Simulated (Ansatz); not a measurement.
# GeO2: pressure series

Start from GeO2 (space group P3_121, No. 152; a = 4.989 Å, c = 5.675 Å).

Cell and atoms are relaxed at each pressure.

All numbers come from r2SCAN (Ansatz, a first-principles code; PAW; 500 eV plane waves; no spin-orbit coupling).

```json
[
 {"change": "base", "width of the top valence band": "0.23 eV", "band gap": "4.22 eV", "lattice parameter a": "4.989 Å", "electron mass": "0.39 mₑ along c, 0.43 mₑ across (at Γ)"},
 {"change": "pressure −2 GPa", "width of the top valence band": "0.26 eV", "band gap": "4.11 eV", "lattice parameter a": "5.101 Å", "electron mass": "0.40 mₑ along c, 0.44 mₑ across (at Γ)"},
 {"change": "pressure −1 GPa", "width of the top valence band": "0.25 eV", "band gap": "4.17 eV", "lattice parameter a": "5.042 Å", "electron mass": "0.39 mₑ along c, 0.43 mₑ across (at Γ)"},
 {"change": "pressure 9 GPa", "width of the top valence band": "0.31 eV", "band gap": "4.32 eV", "lattice parameter a": "4.654 Å", "electron mass": "0.35 mₑ along c, 0.39 mₑ across (at Γ)"},
 {"change": "pressure 18 GPa", "width of the top valence band": "0.39 eV", "band gap": "4.31 eV", "lattice parameter a": "4.471 Å", "electron mass": "0.33 mₑ along c, 0.37 mₑ across (at Γ)"},
 {"change": "pressure 30 GPa", "width of the top valence band": "0.46 eV", "band gap": "4.24 eV", "lattice parameter a": "4.329 Å", "electron mass": "0.33 mₑ along c, 0.36 mₑ across (at Γ)"},
 {"change": "pressure 45 GPa", "width of the top valence band": "0.62 eV", "band gap": "4.11 eV", "lattice parameter a": "4.226 Å", "electron mass": "0.33 mₑ along c, 0.35 mₑ across (at Γ)"},
 {"change": "pressure 60 GPa", "width of the top valence band": "0.78 eV", "band gap": "3.94 eV", "lattice parameter a": "4.162 Å", "electron mass": "0.34 mₑ (at Γ)"}
]
```

Load acts through the strain it causes; cell and atoms are relaxed under it. Effective masses come from finite differences of ±0.01 Å⁻¹. No phonon test of stability was made. No other phases were tried under pressure.
